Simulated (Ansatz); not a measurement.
How far is PAW off for Cs?

```
Cs
1.0
    -2.57076    2.57076    9.65962
     2.57076   -2.57076    9.65962
     2.57076    2.57076   -9.65962
Cs
2
Direct
  0.25000 0.75000 0.50000
  0.50000 0.50000 0.00000
```

Atoms are numbered in the order listed.

Structure from Materials Project entry mp-3 (possibly hypothetical), not relaxed further. The listed cell was then made from it by scaling, straining or moving an atom.

No spin–orbit coupling, which matters for the heavy atoms here.

All numbers are computed: DFT, LDA, PAW with Ansatz's default frozen-core files, scalar-relativistic (Ansatz 0.2.0); DFT, LDA, all-electron LAPW, scalar-relativistic (Ansatz 0.2.0).

For PAW: a Γ-centred 9×9×9 k mesh, Fermi–Dirac smearing of 0.03 eV, cutoff 420 eV, no spin polarisation; the PAW files were made with PBE, and the program remakes their frozen cores for this functional. LAPW targets a basis error of 0.25 meV/atom. The Ansatz runs share mesh, smearing and spin set-up. Plane-wave (PAW) pressures include the program's estimate of the Pulay term.

Stress and pressure are positive in compression.

The change that made this cell: volume scaled by 1.02.

PAW results:

| quantity | PAW |
| --- | --- |
| pressure (GPa) | -0.33 |
| stress xx (GPa) | -0.29 |
| stress zz (GPa) | -0.42 |

Problem. What does full-potential LAPW give for the same quantities?

Solution. 
```json
{"quantity": "pressure (GPa)", "LAPW": "-0.33"}
{"quantity": "stress xx (GPa)", "LAPW": "-0.29"}
{"quantity": "stress zz (GPa)", "LAPW": "-0.42"}
```
